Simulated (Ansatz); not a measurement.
Structure from Materials Project entry mp-117 (possibly hypothetical), not relaxed further. The listed cell was then made from it by scaling, straining or moving an atom.

An input for Sn: DFT, r2SCAN, all-electron PAW with datasets made for the crystal, scalar-relativistic (Ansatz 0.2.0).

Command: `ansatz run input.yaml --threads 1 --pin off --max-ram 2048MiB --backend cpu --events-out ev --progress --plain --runs-dir out` The run took 10 s on 1 thread of Arm Neoverse V1 (shared host).

```yaml
crystal:
  lattice:
    - [0.0, 3.2292984931, 3.2292984931]
    - [3.2292984931, 0.0, 3.2292984931]
    - [3.2292984931, 3.2292984931, 0.0]
  atoms:
    - { symbol: Sn, position: [0.5, 0.5, 0.5] }
    - { symbol: Sn, position: [0.75, 0.75, 0.75] }
kpoints:
  mp_grid: { grid: [9, 9, 9] }
scf:
  occupations: { method: fermi_dirac, width: 0.08 }
hamiltonian:
  xc: r2scan
  pseudopotentials: { kind: all_electron, datasets: crystal }
output:
  forces: true
  stress: true
  eigenvalues: true
  efg: { contact_densities: true }
```

Set-up and iterations as logged by Ansatz (the results part is left out, to be predicted):

```
hamiltonian.pseudopotentials.datasets: crystal makes datasets for this crystal and solves the spheres of its atoms anew in each pass: cutoff 240.0 eV, the density's 1680.0 eV; for an error of 0.50 meV an atom under PBE, 1.0 meV for the cell; an energy difference from a run of another recipe may be off by several times the error for the cell, under r2SCAN by more, where some 0.1 meV an atom stays at smaller errors; Sn in spheres of 1.376 Å, 14 of its electrons in bands
band count auto-derived: 19 (N_el = 28.0; filled up to band 14; 18 by the electrons, moments and atoms)
Engine: ansatz 0.2.0
Pseudopotentials: kind: all_electron
Pseudopotential: Sn, paw, valence charge 14, recommended cutoff 240 eV (normal), Koelling and Harmon's equation, gaussian nucleus
Functional definition: r2SCAN
  parameter k0 = 0.174
  parameter k1 = 0.065
  parameter a1 = 4.9479
  exchange = r2scan_x(k0 = k0, k1 = k1, a1 = a1)
  correlation = r2scan_c
Crystal: 2 atoms, lattice volume = 67.353 Å³
Basis set: ecut = 240 eV, 537 PW (Γ), exchange–correlation on 96×96×96 points (27 copies of the dense FFT grid, shifted against one another)
Bands: 19, of which v1, the nominal top of the filled ones, is band 14 counted from 1 (13 counted from 0)
Symmetry: 48 space group operations
Space group: Fd-3m (ITA 227), of the structure as read, at distance tolerance 4.1e-5 Å
k-points: 35 of 729
Non-local potential: Sn, projectors of the file, l = 0: 1, l = 1: 1, l = 2: 2
PAW form: soft (Blöchl's): semilocal exchange-correlation on the pseudo side does not see the compensation charge
PAW one-centre angular grid: Sn, 590 points (default); XC on its mesh's 1863 points in the sphere
Initial density: superposition of atomic densities (neutral atoms: chi_scale 0, normalization atom)
Initial wavefunctions: pseudopotential atomic-orbital guess
Functional: x = r2scan, c = r2scan; τ floored in thin density (d = 2e-4 eV/Å³)
iter 1 solved again at ethr=1.30e-3 eV; its pass at ethr=1.00e-1 eV (dr2=3.65e-1 eV) is discarded
SCF iter   1: F=—  HF=-336225.620755 eV  |F-HF|=—  |Δ(HF+E_count)|=         —  Δρ=2.29e-2  dr2=3.82e-1  dr2_τ=1.53e-3  ethr=1.30e-3  ⟨swp⟩=4.0  Hψ=3592  notcnv=0
SCF iter   2: F=—  HF=-336225.630036 eV  |F-HF|=—  |Δ(HF+E_count)|=   9.28e-3  Δρ=1.61e-2  dr2=2.01e-1  dr2_τ=7.71e-6  ethr=1.30e-3  ⟨swp⟩=2.3  Hψ=1338  notcnv=0
SCF iter   3: F=—  HF=-336225.628453 eV  |F-HF|=—  |Δ(HF+E_count)|=   1.58e-3  Δρ=4.40e-3  dr2=2.40e-2  dr2_τ=1.05e-5  ethr=7.19e-4  ⟨swp⟩=2.8  Hψ=1369  notcnv=0  defer=2
SCF iter   4: F=—  HF=-336225.632500 eV  |F-HF|=—  |Δ(HF+E_count)|=   4.05e-3  Δρ=1.86e-3  dr2=4.87e-3  dr2_τ=3.76e-6  ethr=8.57e-5  ⟨swp⟩=3.0  Hψ=1676  notcnv=0
iter 5 solved again at ethr=1.08e-6 eV; its pass at ethr=1.74e-5 eV (dr2=3.03e-4 eV) is discarded
SCF iter   5: F=—  HF=-336225.637546 eV  |F-HF|=—  |Δ(HF+E_count)|=   5.05e-3  Δρ=7.14e-4  dr2=3.00e-4  dr2_τ=2.28e-6  ethr=1.08e-6  ⟨swp⟩=2.0  Hψ=2820  notcnv=0
SCF iter   6: F=—  HF=-336225.637353 eV  |F-HF|=—  |Δ(HF+E_count)|=   1.93e-4  Δρ=3.31e-4  dr2=8.88e-5  dr2_τ=5.45e-8  ethr=1.07e-6  ⟨swp⟩=3.0  Hψ=1253  notcnv=0
SCF iter   7: F=—  HF=-336225.637404 eV  |F-HF|=—  |Δ(HF+E_count)|=   5.02e-5  Δρ=1.16e-4  dr2=1.86e-5  dr2_τ=5.85e-9  ethr=3.17e-7  ⟨swp⟩=3.0  Hψ=1313  notcnv=0
SCF iter   8: F=—  HF=-336225.637411 eV  |F-HF|=—  |Δ(HF+E_count)|=   6.95e-6  Δρ=2.50e-5  dr2=7.56e-7  dr2_τ=5.56e-10  ethr=6.63e-8  ⟨swp⟩=3.0  Hψ=1343  notcnv=0
SCF iter   9: F=-336225.637411 eV  HF=-336225.637411 eV  |F-HF|=5.36e-9  |Δ(HF+E_count)|=   1.53e-7  Δρ=4.02e-6  dr2=1.40e-8  dr2_τ=6.60e-11  ethr=2.70e-9  ⟨swp⟩=3.0  Hψ=1407  notcnv=0
```

(1) What pressure will this run report?

Results:

(1) 2.43 GPa (positive in compression).
